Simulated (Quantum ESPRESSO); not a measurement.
A run of Quantum ESPRESSO 7.5 is set up as follows.

The input pw.in:

```
&CONTROL
  calculation = 'scf'
  prefix = 'pwscf'
  outdir = './tmp'
  pseudo_dir = './pseudo'
  tprnfor = .true.
  tstress = .true.
  disk_io = 'nowf'
/
&SYSTEM
  ibrav = 0
  nat = 1
  ntyp = 1
  ecutwfc = 60
  nbnd = 10
  occupations = 'smearing'
  smearing = 'fd'
  degauss = 0.00367493
/
&ELECTRONS
  conv_thr = 2d-10
  electron_maxstep = 120
  mixing_beta = 0.5
/
ATOMIC_SPECIES
Rb    85.4678 Rb_ONCV_PBE-1.0.oncvpsp.upf
CELL_PARAMETERS angstrom
  -2.9545118615    2.9545118615    2.7308451955
   2.9545118615   -2.9545118615    2.7308451955
   2.9545118615    2.9545118615   -2.7308451955
ATOMIC_POSITIONS crystal
Rb     0.0000000000    0.0000000000    0.0000000000
K_POINTS automatic
7 7 7 0 0 0
```

Potentials or basis: SSSP 1.3 efficiency PBE.

Command:

```console
$ OMP_NUM_THREADS=1 pw.x -in pw.in > pw.out
```

Task: Estimate the pressure.

Result: -0.1 GPa.

Task: Predict the band gap on the k mesh.

Result: None (metal or under the smearing width).
